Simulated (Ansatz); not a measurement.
# Si13Ge3: levels at named points

An exercise on one series of results from a longer session: the logs are not shown, and one member is left open.

Program: Ansatz 0.2.0. Level of theory: DFT PBEsol, scalar-relativistic, plane waves, PAW. These are calculated values, not measurements.

That is the level of the relaxation; later steps name their own.

### Starting point

Symmetry: Cm, No. 8, monoclinic system. The conventional cell has a = 13.400 Å, b = 7.736 Å, c = 7.736 Å, α = 90.00°, β = 125.26°, γ = 90.00°. Around Ge (site symmetry m) lie 3 Si at 2.37 Å and 1 Ge at 2.37 Å. Around Ge (site symmetry m) lie 4 Si at 2.37 Å. Si (site symmetry 1) has 3 Si at 2.37 Å and 1 Ge at 2.37 Å as nearest neighbours. Si (site symmetry 1) is surrounded by 4 Si at 2.37 Å. Si (site symmetry m) is surrounded by 3 Si at 2.37 Å and 1 Ge at 2.37 Å. Si (site symmetry m) is surrounded by 4 Si at 2.37 Å. Si (site symmetry 1) has 2 Ge at 2.37 Å and 2 Si at 2.37 Å as nearest neighbours. Ge (site symmetry m) has 1 Ge at 2.37 Å and 3 Si at 2.37 Å as nearest neighbours. Only part of the 12 independent sites is listed.

Coordinates:

```
CELL_PARAMETERS angstrom
0.00000 5.47038 5.47038
5.47038 0.00000 5.47038
5.47038 5.47038 0.00000
ATOMIC_POSITIONS crystal
Ge 0.37500 0.37500 0.37500
Ge 0.37500 0.37500 0.87500
Si 0.37500 0.87500 0.37500
Si 0.37500 0.87500 0.87500
Si 0.87500 0.37500 0.37500
Si 0.87500 0.37500 0.87500
Si 0.87500 0.87500 0.37500
Si 0.87500 0.87500 0.87500
Si 0.25000 0.25000 0.25000
Si 0.25000 0.25000 0.75000
Ge 0.25000 0.75000 0.25000
Si 0.25000 0.75000 0.75000
Si 0.75000 0.25000 0.25000
Si 0.75000 0.25000 0.75000
Si 0.75000 0.75000 0.25000
Si 0.75000 0.75000 0.75000
```

The first run:

(A quick probe on a coarse mesh, which set the mesh and smearing, is not shown.)

File input.yaml:

```yaml
crystal:
  lattice:
    - [0.0, 5.47037625, 5.47037625]
    - [5.47037625, 0.0, 5.47037625]
    - [5.47037625, 5.47037625, 0.0]
  atoms:
    - { symbol: Ge, position: [0.375, 0.375, 0.375] }
    - { symbol: Ge, position: [0.375, 0.375, 0.875] }
    - { symbol: Si, position: [0.375, 0.875, 0.375] }
    - { symbol: Si, position: [0.375, 0.875, 0.875] }
    - { symbol: Si, position: [0.875, 0.375, 0.375] }
    - { symbol: Si, position: [0.875, 0.375, 0.875] }
    - { symbol: Si, position: [0.875, 0.875, 0.375] }
    - { symbol: Si, position: [0.875, 0.875, 0.875] }
    - { symbol: Si, position: [0.25, 0.25, 0.25] }
    - { symbol: Si, position: [0.25, 0.25, 0.75] }
    - { symbol: Ge, position: [0.25, 0.75, 0.25] }
    - { symbol: Si, position: [0.25, 0.75, 0.75] }
    - { symbol: Si, position: [0.75, 0.25, 0.25] }
    - { symbol: Si, position: [0.75, 0.25, 0.75] }
    - { symbol: Si, position: [0.75, 0.75, 0.25] }
    - { symbol: Si, position: [0.75, 0.75, 0.75] }
basis:
  ecutwfc: 420
kpoints:
  mp_grid: { grid: [6, 6, 6] }
hamiltonian:
  xc: pbesol
scf:
  occupations: { method: gaussian, width: 0.02 }
output:
  forces: true
  stress: true
  eigenvalues: true
  write_density: true
  write_potential: true
  elf: true
  volumetric_format: npy
relax:
  adjacent_minimum: "off"
  f_tol: 0.005
  max_steps: 80
  cell: { stress_tol: 0.05 }
```

Started as:

```console
$ ansatz run input.yaml --threads 4 --pin off --max-ram 10240MiB --backend cpu --events-out ev --progress --plain --runs-dir out
```

Among the steps run: Full relaxation; Band edges over the whole zone; Levels with PBEsol; Levels with PBEsol on the hybrid's mesh; The run at HSE06; The run at PBEsol, spin-orbit coupling; The run at r2SCAN.

One table of the session follows, with a row left open; its other results are not shown here.

```
                      level  gap (eV)  least direct gap (eV)
                     PBEsol      0.38                   0.38
PBEsol on the hybrid's mesh      0.37                   0.37
                      HSE06      1.05                   1.05
PBEsol, spin-orbit coupling         ?                      ?
                     r2SCAN      0.68                   0.68
```

**Question.** Estimate the row for PBEsol, spin-orbit coupling.

The run gave: gap (eV): 0.34; least direct gap (eV): 0.34. In the column «gap (eV)» it is the lowest.

Gaps are by band count over the mesh and the named points; a gap of 0 means that the bands overlap or touch.
